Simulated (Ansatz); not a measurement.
**Two structures of Al2Cu under several functionals**

Plane-wave DFT in Ansatz with scalar-relativistic PAW potentials (420 eV, r2SCAN 500 eV). Each structure was relaxed within its symmetry at each level.
A. I4/mcm, 6 atoms in the computed cell, a = 6.052 Å, c = 4.883 Å; sites (symmetry × multiplicity) Al m.2m × 8, Cu 422 × 4
B. Fm-3m, 3 atoms in the computed cell, a = 5.783 Å; sites (symmetry × multiplicity) Al -43m × 8, Cu m-3m × 4
(cells at PBE)

Does the choice of functional change which is lower?

| level | E(B) − E(A) (meV/atom) | V(A) (Å³/atom) | V(B) (Å³/atom) |
| --- | --- | --- | --- |
| PBE | -22.2 | 14.91 | 16.12 |
| PBEsol | -5.9 | 14.45 | 15.65 |
| r2SCAN | -50 | 14.39 | 15.71 |

No: at every level B is lower; the difference varies by 44 meV/atom between levels. Functionals that bind more strongly (LDA, PBEsol, a dispersion term) tend to favour the denser structure.